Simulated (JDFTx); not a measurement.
Runs of JDFTx 1.7.0 (patched build) on InP. It takes space group F-43m (No. 216, cubic). The conventional cell has a = 5.861 Å, b = 5.861 Å, c = 5.861 Å, α = 90.00°, β = 90.00°, γ = 90.00°. In (site symmetry -43m) is surrounded by 4 P at 2.54 Å. Around P (site symmetry -43m) lie 4 In at 2.54 Å. 

```csv
task,level,potentials or basis,smearing,local potential set to -Z/r beyond,density cutoff over wavefunction cutoff,max SCF steps,SCF threshold on the energy,solver of the electrons,gap on the mesh (eV),pressure (GPa)
single point,LDA,PseudoDojo-SR-LDA-0.4.1-standard with smoothed tails,fermi-dirac 0.05 eV,6 bohr,8,100,1e-09 Ha,scf,0.49,-1.3
single point,PBEsol,PseudoDojo-SR-PBEsol-0.4.1-standard with smoothed tails,gaussian 0.05 eV,6 bohr,8,100,1e-09 Ha,scf,0.61,0.7
single point,PBE,PseudoDojo-SR-PBE-0.5-standard with smoothed tails,gaussian 0.011 eV,6 bohr,8,100,1e-09 Ha,scf,0.71,3.4
single point,PBEsol,PseudoDojo-SR-PBEsol-0.4.1-standard with smoothed tails,fermi-dirac 0.05 eV,6 bohr,8,100,1e-09 Ha,scf,0.61,0.7
single point,PBE,PseudoDojo-SR-PBE-0.5-standard with smoothed tails,fermi-dirac 0.05 eV,6 bohr,8,100,1e-09 Ha,scf,0.71,3.4
single point,BLYP,PseudoDojo-SR-PBE-0.5-standard with smoothed tails,fermi-dirac 0.05 eV,6 bohr,8,100,1e-09 Ha,scf,0.63,(a)
```

Alike in all rows: no spin polarisation; cell as given; k mesh 8 × 8 × 8; cutoff (eV) 952.

Question: Fill in the values left out.

Answer: (a) 6.9.

Caveats: the empty levels aren't tightly converged; spin-orbit coupling is left out, which moves the levels of the heavy elements; the potentials were made for another functional, which shifts forces and pressure (some runs).

A k mesh can miss the band edges, and the runs leave out spin-orbit coupling on In.

Not every run made on this cell is shown here.
